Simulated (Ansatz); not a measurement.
# Ge₃N₄ at a changed volume — field gradients at the nuclei

The cell is an entry of the Crystallography Open Database (COD), relaxed with PBE at fixed cell and then changed (volume scaled by 1.06, ions relaxed).

Space group Fd-3m:1 (No. 227); a = 8.4721 Å.

| site | Wyckoff | site symmetry | x | y | z |
| --- | --- | --- | --- | --- | --- |
| Ge1 | 16d | .-3m | 0.1250 | 0.1250 | 0.6250 |
| Ge5 | 8a | -43m | 0.5000 | 0.5000 | 0.0000 |
| N | 32e | .3m | 0.8838 | 0.8838 | 0.3838 |

One atom of each set is listed; the run and its k-mesh use a cell of 14 atoms with edges of 5.99, 5.99, 5.99 Å.

The numbers come from a DFT calculation in Ansatz (PBE, plane waves and PAW (field gradients read without the response of the frozen cores, which leaves them typically 4 to 6 % off), scalar-relativistic, 420 eV cutoff, Γ-centred 6×6×6 k-points, Fermi–Dirac smearing 0.02 eV).

C_Q = eQV_zz/h, which is 24.18 MHz for Q = 1 b and V_zz = 10²¹ V/m²; η = (V_xx − V_yy)/V_zz.

⁷³Ge: I = 9/2, Q = -196.0 mb; 14N: I = 1, Q = 20.44 mb. Nuclear quadrupole moments: year-2017 set (Pyykkö).

| site | atoms | first shell | V_zz (10²¹ V/m²) | η | C_Q (MHz) |
| --- | --- | --- | --- | --- | --- |
| Ge1 | 4 | 6 N at 2.05 Å | -0.91 | 0.00 | 4.29 |
| Ge5 | 2 | 4 N at 1.96 Å | 0.00 | – | 0 |
| N | 8 | 4 Ge at 1.96–2.05 Å | 4.53 | 0.00 | 2.24 |

An axis of threefold or higher order runs through Ge1 and N, so V_zz lies along it and η is zero. Ge5 sits on a cubic site, where every gradient vanishes.

At this changed cell the PBE pressure is -10 GPa.
